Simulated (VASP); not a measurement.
# Rb (Cmcm) in VASP: further runs

One crystal, Rb, is run at these levels: PBE; tasks: single point.

All numbers are computed with VASP 6.6.1; they aren't measurements. Logs are shortened: lines on timing, memory, paths and dates and some standing lists are left out, and cuts for length are marked.

## (1) The crystal as given

Symmetry: Cmcm, No. 63, orthorhombic system. Conventional cell: a = 5.076 Å, b = 8.889 Å, c = 8.448 Å, α = 90.00°, β = 90.00°, γ = 90.00°.

This isn't the form of Rb at room conditions, which is bcc.

## (2) Single point, PBE

Contents of INCAR:

```
SYSTEM = Rb
PREC = Accurate
ENCUT = 520
EDIFF = 1E-6
ISMEAR = -1
SIGMA = 0.05
LREAL = .FALSE.
LASPH = .TRUE.
NELM = 100
ALGO = Normal
ISIF = 2
LWAVE = .FALSE.
LCHARG = .FALSE.
GGA = PE
NBANDS = 16
```

Contents of KPOINTS:

```
regular mesh
0
G
  6 6 3
  0 0 0
```

Contents of POSCAR:

```
Rb
1.0
    2.5381760000     -4.4447190000      0.0000000000
    2.5381760000      4.4447190000      0.0000000000
    0.0000000000      0.0000000000      8.4480030000
Rb
2
Direct
    0.8397110000      0.1602890000      0.7500000000
    0.1602890000      0.8397110000      0.2500000000
```

Potentials or basis: VASP PAW PBE potentials, release 64 (Rb_sv).

Run with:

```bash
> cat potpaw_PBE.64/Rb_sv/POTCAR > POTCAR
> mpirun -np 1 vasp_std > vasp.out
```

OUTCAR:

```text
SYSTEM = Rb
   PREC = Accurate
   ENCUT = 520
   EDIFF = 1E-6
   ISMEAR = -1
   LREAL = .FALSE.
   LASPH = .TRUE.
   NELM = 100
   ISIF = 2
   GGA = PE

 ion  position               nearest neighbor table
   1  0.840  0.160  0.750-   2 5.10   2 5.10   2 5.18   2 5.18   2 5.18   2 5.18
   2  0.160  0.840  0.250-   1 5.10   1 5.10   1 5.18   1 5.18   1 5.18   1 5.18

  LATTYP: Found a base centered orthorhombic cell.
 ALAT       =     5.0763520000
 B/A-ratio  =     1.7511468866
 C/A-ratio  =     1.6641877868

  Lattice vectors:

 A1 = (   2.5381760000,  -4.4447190000,   0.0000000000)
 A2 = (   2.5381760000,   4.4447190000,   0.0000000000)
 A3 = (   0.0000000000,   0.0000000000,   8.4480030000)

Analysis of symmetry for initial positions (statically):
=====================================================================
 Subroutine PRICEL returns:
 Original cell was already a primitive cell.

 Routine SETGRP: Setting up the symmetry group for a
 base centered orthorhombic supercell.

 Subroutine GETGRP returns: Found  8 space group operations
 (whereof  4 operations were pure point group operations)
 out of a pool of  8 trial point group operations.

The static configuration has the point symmetry C_2h.
 The point group associated with its full space group is D_2h.

Analysis of symmetry for dynamics (positions and initial velocities):
=====================================================================
 Subroutine PRICEL returns:
 Original cell was already a primitive cell.

 Routine SETGRP: Setting up the symmetry group for a
 base centered orthorhombic supercell.

 Subroutine GETGRP returns: Found  8 space group operations
 (whereof  4 operations were pure point group operations)
 out of a pool of  8 trial point group operations.

The dynamic configuration has the point symmetry C_2h.
 The point group associated with its full space group is D_2h.

 Subroutine INISYM returns: Found  8 space group operations
 (whereof  4 operations are pure point group operations),
 and found     1 'primitive' translations

----------------------------------------------------------------------------------------

                                     Primitive cell

  volume of cell :     190.6119

  direct lattice vectors                    reciprocal lattice vectors
     2.538176000 -4.444719000  0.000000000     0.196991856 -0.112493051  0.000000000
     2.538176000  4.444719000  0.000000000     0.196991856  0.112493051  0.000000000
     0.000000000  0.000000000  8.448003000     0.000000000  0.000000000  0.118371170

  length of vectors
     5.118384940  5.118384940  8.448003000     0.226849019  0.226849019  0.118371170

  position of ions in fractional coordinates (direct lattice)
     0.839711000  0.160289000  0.750000000
     0.160289000  0.839711000  0.250000000

  ion indices of the primitive-cell ions
   primitive index   ion index
                 1           1
                 2           2

----------------------------------------------------------------------------------------

 KPOINTS: regular mesh

Automatic generation of k-mesh.
 Grid dimensions read from file:
 generate k-points for:    6    6    3

 Generating k-lattice:

  Cartesian coordinates                     Fractional coordinates (reciprocal lattice)
     0.032831976 -0.018748842  0.000000000     0.166666667 -0.000000000  0.000000000
     0.032831976  0.018748842  0.000000000    -0.000000000  0.166666667  0.000000000
     0.000000000  0.000000000  0.039457057     0.000000000  0.000000000  0.333333333

  Length of vectors
     0.037808170  0.037808170  0.039457057

  Shift w.r.t. Gamma in fractional coordinates (k-lattice)
     0.000000000  0.000000000  0.000000000

 Subroutine IBZKPT returns following result:
 ===========================================

 Found     26 irreducible k-points:

 Following reciprocal coordinates:
            Coordinates               Weight
  0.000000  0.000000  0.000000      1.000000
  0.166667  0.000000  0.000000      4.000000
  0.333333  0.000000  0.000000      4.000000
  0.500000  0.000000  0.000000      2.000000
  0.166667  0.166667  0.000000      2.000000
  0.333333  0.166667  0.000000      4.000000
[... 16 lines left out ...]
  0.333333  0.333333  0.333333      4.000000
  0.500000  0.333333  0.333333      8.000000
 [... further k-points ...]
   k-points           NKPTS =     26   k-points in BZ     NKDIM =     26   number of bands    NBANDS=     16
   number of dos      NEDOS =    301   number of ions     NIONS =      2
   total plane-waves  NPLWV = 102400
   dimension x,y,z NGX =    40 NGY =   40 NGZ =   64
   dimension x,y,z NGXF=    80 NGYF=   80 NGZF=  128
   ions per type =               2
   NGX,Y,Z   is equivalent  to a cutoff of  12.99, 12.99, 12.59 a.u.
   NGXF,Y,Z  is equivalent  to a cutoff of  25.98, 25.98, 25.19 a.u.
 SYSTEM =  Rb
   PREC   = accura    normal or accurate (medium, high low for compatibility)
   ISTART =      0    job   : 0-new  1-cont  2-samecut
   ICHARG =      2    charge: 1-file 2-atom 10-const
   ISPIN  =      1    spin polarized calculation?
   LNONCOLLINEAR =      F non collinear calculations
   LSORBIT =      F    spin-orbit coupling
   LASPH  =      T    aspherical Exc in radial PAW
   ENCUT  =  520.0 eV  38.22 Ry    6.18 a.u.   9.52  9.52 15.71*2*pi/ulx,y,z
   NELM   =    100;   NELMIN=  2; NELMDL= -5     # of ELM steps
   EDIFF  = 0.1E-05   stopping-criterion for ELM
   LREAL  =      F    real-space projection
   EDIFFG = 0.1E-04   stopping-criterion for IOM
   NSW    =      0    number of steps for IOM
   IBRION =     -1    ionic relax: 0-MD 1-quasi-New 2-CG
   NFREE  =      0    steps in history (QN), initial steepest desc. (CG)
   ISIF   =      2    stress and relaxation
   ISYM   =      2    0-nonsym 1-usesym 2-fastsym
   POTIM  = 0.5000    time-step for ionic-motion
   TEBEG  =    0.0;   TEEND  =   0.0 temperature during run
   PSTRESS=    0.0 pullay stress
   NELECT =      18.0000    total number of electrons
   NUPDOWN=      -1.0000    fix difference up-down
   EMIN   =  10.00;   EMAX   =-10.00  energy-range for DOS
   EFERMI =   0.00;   METHOD = LEGACY
   ISMEAR =    -1;   SIGMA  =   0.05  broadening in eV -4-tet -1-fermi 0-gaus
   EFERMI_NEDOS =   21; number of points for ismear=-14 and -15
   IALGO  =     38    algorithm
   IMIX   =      4    mixing-type and parameters
     AMIX     =   0.40;   BMIX     =  1.00
     AMIX_MAG =   1.60;   BMIX_MAG =  1.00
  volume/ion in A,a.u.               =      95.31       643.16
  Fermi-wavevector in a.u.,A,eV,Ry     =   0.745502  1.408795  7.561759  0.555774
  Thomas-Fermi vector in A             =   1.841104
   LORBIT       =      0    0 simple, 1 ext, 2 COOP (PROOUT), +10 PAW based schemes
   GGA     = PE    functional components
   LHFCALC =     F    Hartree Fock is set to
   AEXX    =    0.0000 exact exchange contribution
   IVDW    =     0    specifies the selected vdW correction
   LEPSILON=     F    determine dielectric tensor
   LRPA    =     F    only Hartree local field effects (RPA)
 non-spin polarized calculation
  energy-cutoff  :      520.00
  volume of cell :      190.61
 maximum number of plane-waves:      5203
 NGX is ok and might be reduce to    40
   NGX = 19   NGY = 19   NGZ = 31

 number of electron      18.0000000 magnetization

 Free energy of the ion-electron system (eV)
  ---------------------------------------------------
  ext. energy  EPLUGINS =         0.00000000
  ---------------------------------------------------
  free energy    TOTEN  =        -1.85998032 eV

  energy without entropy =       -1.83361869  energy(sigma->0) =       -1.84679950

 E-fermi :  -0.1042     XC(G=0):  -5.3558

 val. band max:       -0.1073422463   @ k =   0.5000   0.3333   0.3333
 cond. band min:      -0.0967808010   @ k =   0.5000   0.1667   0.3333
 fundamental gap:      0.0105614454
 Fermi energy:        -0.1041542803

 k-point     1 :       0.0000    0.0000    0.0000
  band No.  band energies     occupation
      1     -29.0117      2.00000
      2     -29.0089      2.00000
      3     -13.1360      2.00000
      4     -13.0712      2.00000
      5     -13.0681      2.00000
      6     -13.0594      2.00000
[... 8 lines left out ...]
     15       3.7442      0.00000
     16       3.7454      0.00000

 k-point     2 :       0.1667    0.0000    0.0000
  band No.  band energies     occupation
      1     -29.0110      2.00000
      2     -29.0086      2.00000
      3     -13.1293      2.00000
      4     -13.0851      2.00000
      5     -13.0758      2.00000
      6     -13.0752      2.00000
[... 8 lines left out ...]
     15       3.5580      0.00000
     16       3.7282      0.00000

 k-point     3 :       0.3333    0.0000    0.0000
  band No.  band energies     occupation
      1     -29.0096      2.00000
      2     -29.0079      2.00000
      3     -13.1178      2.00000
      4     -13.1137      2.00000
      5     -13.1072      2.00000
      6     -13.0847      2.00000
[... 8 lines left out ...]
     15       3.4298      0.00000
     16       3.9342      0.00000

 k-point     4 :       0.5000    0.0000    0.0000
  band No.  band energies     occupation
      1     -29.0087      2.00000
      2     -29.0076      2.00000
      3     -13.1343      2.00000
      4     -13.1224      2.00000
      5     -13.1029      2.00000
      6     -13.0893      2.00000
[... 8 lines left out ...]
     15       3.2721      0.00000
     16       4.1794      0.00000
[... 324 lines left out ...]
 k-point    22 :      -0.1667    0.1667    0.3333
  band No.  band energies     occupation
      1     -29.0104      2.00000
      2     -29.0092      2.00000
      3     -13.1153      2.00000
      4     -13.0885      2.00000
      5     -13.0804      2.00000
      6     -13.0702      2.00000
[... 8 lines left out ...]
     15       3.5311      0.00000
     16       3.6540      0.00000

 k-point    23 :       0.3333    0.3333    0.3333
  band No.  band energies     occupation
      1     -29.0080      2.00000
      2     -29.0079      2.00000
      3     -13.1203      2.00000
      4     -13.1195      2.00000
      5     -13.1143      2.00000
      6     -13.1033      2.00000
[... 8 lines left out ...]
     15       3.1205      0.00000
     16       4.0275      0.00000

 k-point    24 :       0.5000    0.3333    0.3333
  band No.  band energies     occupation
      1     -29.0085      2.00000
      2     -29.0081      2.00000
      3     -13.1298      2.00000
      4     -13.1251      2.00000
      5     -13.0945      2.00000
      6     -13.0877      2.00000
[... 8 lines left out ...]
     15       2.9344      0.00000
     16       3.7512      0.00000

 [... further k-points ...]

------------------------ aborting loop because EDIFF is reached ----------------------------------------

  FORCE on cell =-STRESS in cart. coord.  units (eV):
  Direction    XX          YY          ZZ          XY          YZ          ZX
  --------------------------------------------------------------------------------------
  -------------------------------------------------------------------------------------
  Total       -0.0841036     -0.0462615     -0.1806409      0.0000000      0.0000000      0.0000000
  in kB       -0.7069277     -0.3888481     -1.5183661      0.0000000      0.0000000      0.0000000
  external PRESSURE =      -0.8713806 kB  Pullay stress =       0.0000000 kB

 VOLUME and BASIS-vectors are now :
 -----------------------------------------------------------------------------
  energy-cutoff  :      520.00
  volume of cell :      190.61
      direct lattice vectors                 reciprocal lattice vectors
     2.538176000 -4.444719000  0.000000000     0.196991856 -0.112493051  0.000000000
     2.538176000  4.444719000  0.000000000     0.196991856  0.112493051  0.000000000
     0.000000000  0.000000000  8.448003000     0.000000000  0.000000000  0.118371170

 POSITION                                       TOTAL-FORCE (eV/Angst)
 -----------------------------------------------------------------------------------
      2.53818     -3.01984      6.33600         0.000000      0.004100      0.000000
      2.53818      3.01984      2.11200         0.000000     -0.004100      0.000000
 -----------------------------------------------------------------------------------
    total drift:                                0.000000      0.000000     -0.000000

  FREE ENERGIE OF THE ION-ELECTRON SYSTEM (eV)
  ---------------------------------------------------
  free  energy   TOTEN  =        -1.8599803198 eV

  energy  without entropy=       -1.8336186882  energy(sigma->0) =       -1.84679950
```

Wall time 52 s (1 thread of Intel Xeon Platinum 8259CL at 2.50GHz (Skylake/Cascade Lake), shared host); peak memory 0.31 GiB.

Results:

```yaml
Free_energy: -1.8600 eV
Pressure: -0.1 GPa
Largest_force: 0.004 eV/Å
Band_gap_on_the_k_mesh: none (metal or under the smearing width)
```

Forces in eV/Å, atoms in the order of the input:
```
Rb   0.000  0.004  0.000
Rb   0.000 -0.004  0.000
```

Levels at points of the mesh, in eV from the Fermi level:
```
           k point  band 5  band 6  band 7  band 8  band 9  band 10  band 11  band 12  band 13  band 14
(0.00, 0.00, 0.00)  -12.96  -12.96  -12.96  -12.95   -1.90     0.12     0.61     3.41     3.46     3.53
(0.50, 0.00, 0.00)  -13.00  -12.99  -12.97  -12.97    0.07     0.35     1.31     1.57     2.05     2.41
(0.50, 0.50, 0.00)  -12.99  -12.98  -12.98  -12.97    0.07     0.29     1.35     1.60     1.93     2.35
```

## (3) Single point, PBE

Contents of INCAR:

```
PREC = Accurate
ENCUT = 520
EDIFF = 1E-6
ISMEAR = -1
SIGMA = 0.05
LREAL = F
LASPH = T
NELM = 100
ALGO = Normal
ISIF = 2
LWAVE = F
LCHARG = F
GGA = PE
NBANDS = 16
```

Contents of KPOINTS:

```
regular mesh
0
Gamma
  6 6 3
```

POSCAR is that of step 2.

Potentials or basis: VASP PAW PBE potentials, release 64 (Rb_sv).

Run with:

```bash
> cat potpaw_PBE.64/Rb_sv/POTCAR > POTCAR
> mpirun -np 1 vasp_std > vasp.out
```

OUTCAR:

```text
PREC = Accurate
   ENCUT = 520
   EDIFF = 1E-6
   ISMEAR = -1
   LREAL = F
   LASPH = T
   NELM = 100
   ISIF = 2
   GGA = PE

 ion  position               nearest neighbor table
   1  0.840  0.160  0.750-   2 5.10   2 5.10   2 5.18   2 5.18   2 5.18   2 5.18
   2  0.160  0.840  0.250-   1 5.10   1 5.10   1 5.18   1 5.18   1 5.18   1 5.18

  LATTYP: Found a base centered orthorhombic cell.
 ALAT       =     5.0763520000
 B/A-ratio  =     1.7511468866
 C/A-ratio  =     1.6641877868

[... 647 lines left out ...]

------------------------ aborting loop because EDIFF is reached ----------------------------------------

  FORCE on cell =-STRESS in cart. coord.  units (eV):
  Direction    XX          YY          ZZ          XY          YZ          ZX
  --------------------------------------------------------------------------------------
  -------------------------------------------------------------------------------------
  Total       -0.0841036     -0.0462615     -0.1806409      0.0000000      0.0000000      0.0000000
  in kB       -0.7069277     -0.3888481     -1.5183661      0.0000000      0.0000000      0.0000000
  external PRESSURE =      -0.8713806 kB  Pullay stress =       0.0000000 kB

 VOLUME and BASIS-vectors are now :
 -----------------------------------------------------------------------------
  energy-cutoff  :      520.00
  volume of cell :      190.61
      direct lattice vectors                 reciprocal lattice vectors
     2.538176000 -4.444719000  0.000000000     0.196991856 -0.112493051  0.000000000
     2.538176000  4.444719000  0.000000000     0.196991856  0.112493051  0.000000000
     0.000000000  0.000000000  8.448003000     0.000000000  0.000000000  0.118371170

 POSITION                                       TOTAL-FORCE (eV/Angst)
 -----------------------------------------------------------------------------------
      2.53818     -3.01984      6.33600         0.000000      0.004100      0.000000
      2.53818      3.01984      2.11200         0.000000     -0.004100      0.000000
 -----------------------------------------------------------------------------------
    total drift:                                0.000000      0.000000     -0.000000

  FREE ENERGIE OF THE ION-ELECTRON SYSTEM (eV)
  ---------------------------------------------------
  free  energy   TOTEN  =        -1.8599803198 eV

  energy  without entropy=       -1.8336186882  energy(sigma->0) =       -1.84679950
```

stdout:

```text
POSCAR found type information on POSCAR Rb
 POSCAR found :  1 types and       2 ions
 scaLAPACK will be used
 LDA part: xc-table for (Slater+PW92), standard interpolation
 POSCAR, INCAR and KPOINTS ok, starting setup
 FFT: planning ... GRIDC
 FFT: planning ... GRID_SOFT
 FFT: planning ... GRID
 WAVECAR not read
 entering main loop
```

Wall time 49 s (1 thread of Intel Xeon Platinum 8259CL at 2.50GHz (Skylake/Cascade Lake), shared host); peak memory 0.31 GiB.

What came out:

```
Free energy            : -1.8600 eV
Pressure               : -0.1 GPa
Largest force          : 0.004 eV/Å
Band gap on the k mesh : none (metal or under the smearing width)
```

Forces in eV/Å, atoms in the order of the input:
```
Rb   0.000  0.004  0.000
Rb   0.000 -0.004  0.000
```
